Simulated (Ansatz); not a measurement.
# Si4O7: the cost of one run

Computed with Ansatz 0.2.0 (DFT PBEsol, scalar-relativistic, plane waves, PAW, unless a step's input says otherwise).

29 further runs of the same task are left out: 29 set aside as unsound or not needed.

## 1. The structure to begin with

Symmetry: P4_12_12, No. 92, tetragonal system. The conventional cell has a = 5.028 Å, b = 5.028 Å, c = 7.009 Å, α = 90.00°, β = 90.00°, γ = 90.00°. Si (site symmetry 2) is surrounded by 4 O at 1.62 Å. O (site symmetry 1) is surrounded by 2 Si at 1.62 Å.

As a file:

```
Si O
1.0
     5.02807    0.00000    0.00000
     0.00000    5.02807    0.00000
     0.00000    0.00000    7.00887
Si O
4 8
Direct
  0.29807 0.29807 0.00000
  0.20193 0.79807 0.25000
  0.70193 0.70193 0.50000
  0.79807 0.20193 0.75000
  0.23956 0.10195 0.17838
  0.39805 0.73956 0.42838
  0.76044 0.89805 0.67838
  0.60195 0.26044 0.92838
  0.73956 0.39805 0.57162
  0.89805 0.76044 0.32162
  0.26044 0.60195 0.07162
  0.10195 0.23956 0.82162
```

This cell was relaxed beforehand with the same method: volume 14.77 Å³/atom, gap on the mesh 5.57 eV.

## 2. Plan of the line

Atoms count from 1 in the order of the input.

An atom moved over a plane that holds its own site and a neighbouring vacancy.

- path of O10 from its site (0) to the vacancy (1), 2.625 Å: 11 values from −0.125 to 1.125
- shift of O10 across the path, along a normal: 9 values from −0.900 to 0.900 Å

Nothing else is relaxed (all other atoms held at the sites of the perfect crystal). Points are written as (first, second).

## 3. Point (0.250, 0.675 Å)

The input, input.yaml:

```yaml
crystal:
  lattice:
    - [5.0280710683, 0.0, 0.0]
    - [0.0, 5.0280710683, 0.0]
    - [0.0, 0.0, 7.0088699743]
  atoms:
    - { symbol: Si, position: [0.2980688188, 0.2980688188, 0.0] }
    - { symbol: Si, position: [0.2019311812, 0.7980688188, 0.25] }
    - { symbol: Si, position: [0.7019311812, 0.7019311812, 0.5] }
    - { symbol: Si, position: [0.7980688188, 0.2019311812, 0.75] }
    - { symbol: O, position: [0.3980464015, 0.7395636083, 0.4283767439] }
    - { symbol: O, position: [0.7604363917, 0.8980464015, 0.6783767439] }
    - { symbol: O, position: [0.6019535985, 0.2604363917, 0.9283767439] }
    - { symbol: O, position: [0.7395636083, 0.3980464015, 0.5716232561] }
    - { symbol: O, position: [0.8980464015, 0.7604363917, 0.3216232561] }
    - { symbol: O, position: [0.237359633, 0.515591633, 0.1896489372] }
    - { symbol: O, position: [0.1019535985, 0.2395636083, 0.8216232561] }
basis:
  ecutwfc: 420
kpoints:
  mp_grid: { grid: [4, 4, 4] }
hamiltonian:
  xc: pbesol
  pseudopotentials: { kind: paw, azcp: { folder: soft_1 } }
scf:
  occupations: { method: gaussian, width: 0.05 }
output:
  forces: true
  stress: true
  eigenvalues: true
  write_density: true
  write_potential: true
  elf: true
  volumetric_format: npy
```

Run with:

```bash
$ ansatz run input.yaml --threads 4 --pin off --max-ram 8192MiB --backend cpu --events-out ev --progress --plain --runs-dir out
```

**Question.** How long does this run take on 4 threads of Arm Neoverse V1, shared host, and how much memory does it need?

About 12 s, with a peak of 0.53 GiB.
